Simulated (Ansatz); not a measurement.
The system is InP.

```
CELL_PARAMETERS angstrom
0.00000 2.93050 2.93050
2.93050 0.00000 2.93050
2.93050 2.93050 0.00000
ATOMIC_POSITIONS crystal
In 0.00000 0.00000 0.00000
P 0.75000 0.75000 0.75000
```

* Program: Ansatz 0.2.0
* Task: relaxation of cell and atoms
* Functional: BLYP
* Dispersion: D3(BJ)
* Potentials or basis: Ansatz PAW
* Cutoff: 420 eV (not typed: the program's choice for these potentials)
* k mesh: 8 × 8 × 8
* Occupations: fermi-dirac, width 0.05 eV
* Spin: no spin polarisation

At the start: volume 25.17 Å³/atom.

Q: How do energy, volume and symmetry change on relaxing?

A: It ends after 4 steps and the volume is 25.78 Å³/atom (+2.4 %); space group F-43m (No. 216, to 0.05 Å).

Step by step:
```tsv
step	energy change (eV)	largest force (eV/Å)	volume (Å³)
1	0.0000	0.0000	50.33
2	-0.0056	0.0000	51.68
3	-0.0057	0.0000	51.57
4	-0.0059	0.0000	51.57
```

Final structure:
```
In P
1.0
     0.00000    2.95423    2.95423
     2.95423    0.00000    2.95423
     2.95423    2.95423    0.00000
In P
1 1
Direct
  0.00000 0.00000 0.00000
  0.75000 0.75000 0.75000
```

Caveat: the plane-wave basis is chosen anew once the cell has moved, so the energies of steps on either side of that aren't comparable; the PAW data sets come from PBE, with cores solved anew for the run's functional, which leaves a small shift of forces and pressure.
